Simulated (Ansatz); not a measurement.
Born–Oppenheimer molecular dynamics of a periodic cell of 40 atoms, H₄C (contents 8 CH4, density as packed 0.42 g/cm³ with natural masses). It goes on from the last frame of an earlier run, with new velocities.

Method: Ansatz 0.2.0, DFT r2SCAN-D3(BJ), scalar-relativistic, plane waves, PAW. Settings: accuracy low, cutoff 500 eV, k mesh 1x1x1, fermi-dirac smearing 0.02 eV, no spin polarisation.

```
ensemble        : NVT, Nosé–Hoover chain
time step       : 0.75 fs
steps asked     : 60
set temperature : 1500 K
thermostat      : time constant 5 fs, chain length 1
seed            : 905548
```

First frame:

```xyz
40
Lattice="7.9581 0.0000 0.0000 0.0000 7.9581 0.0000 0.0000 0.0000 7.9581" Properties=species:S:1:pos:R:3
C 5.615 6.510 2.215
H 6.032 7.140 3.045
H 5.164 5.671 2.656
H 6.551 6.167 1.634
H 4.858 7.153 1.824
C 7.755 3.921 3.928
H 8.751 3.636 3.723
H 7.592 4.083 4.916
H 7.261 3.035 3.635
H 7.417 4.988 3.636
C 0.575 3.080 -0.142
H 1.447 3.009 -0.789
H 0.643 3.970 0.449
H 0.654 2.055 0.247
H -0.143 3.046 -0.831
C 2.369 7.039 7.439
H 1.701 6.946 8.278
H 2.908 7.908 7.219
H 1.900 6.841 6.462
H 3.126 6.116 7.460
C 2.853 0.905 3.643
H 2.265 1.367 4.309
H 2.191 0.076 3.487
H 3.839 0.604 4.176
H 3.184 1.343 2.780
C 3.801 4.558 4.850
H 4.021 5.415 5.413
H 2.878 4.893 4.513
H 3.736 3.658 5.420
H 4.533 4.491 4.118
C 4.660 3.122 0.821
H 3.898 3.534 1.496
H 5.626 3.648 0.884
H 4.409 3.198 -0.254
H 4.831 1.979 1.110
C 6.253 8.110 6.103
H 6.309 8.409 7.186
H 6.307 6.968 6.034
H 7.077 8.480 5.542
H 5.256 8.528 5.827
```

Task: What does the run give?

Result: All steps were run.

```
steps done                                               : 60
time covered                                             : 45 fs
mean temperature over the second half                    : 1501 K
spread of the potential energy over the second half      : 17.0 meV per atom
mean potential energy of the second half above the start : 30.7 meV per atom
```

The conserved energy stayed within 1.4 meV per atom of its start (net change 0.24 meV per atom), so there is no drift, though single steps change it by up to 31 meV in the whole system, a sign of fast motions only just resolved. A run of 0.045 ps of so small a system gives no equilibrium averages. Limits of this set-up: coarse k mesh, low accuracy level.

Task: What happens to the structure?

Result: Mean squared displacements from the first frame to the last, about the centre of mass: C 0.66 Å², H 2.25 Å². The details hang on the random start.

Task: How do temperature and energy run in time?

Result: 
```csv
time (fs),T (K),potential energy less start (eV),conserved less start (meV/atom)
0.0,1500,0.000,0.00
1.5,1504,-0.015,0.19
3.0,1453,0.230,-0.01
4.5,1353,0.797,0.54
6.0,1348,0.964,0.21
7.5,1347,1.257,0.51
9.0,1435,1.225,0.69
10.5,1658,0.581,0.21
12.0,1771,0.420,0.31
13.5,1750,0.678,0.56
15.0,1691,0.856,0.66
16.5,1619,0.904,0.44
18.0,1487,1.173,0.48
19.5,1371,1.422,0.82
21.0,1428,0.868,0.45
22.5,1521,0.171,-0.13
24.0,1449,0.333,0.03
25.5,1323,0.844,0.67
27.0,1395,0.437,-0.02
28.5,1416,0.408,-0.13
30.0,1283,1.262,0.69
31.5,1317,1.394,0.61
33.0,1510,0.876,0.11
34.5,1598,0.965,0.13
36.0,1537,1.762,1.06
37.5,1670,1.477,0.61
39.0,1785,1.136,0.09
40.5,1605,2.079,1.04
42.0,1493,2.533,1.05
43.5,1546,2.139,0.74
45.0,1594,1.711,0.24
```

The run took 19 min on 1 thread of Arm Neoverse V1, on a shared host, peak memory 0.89 GiB.
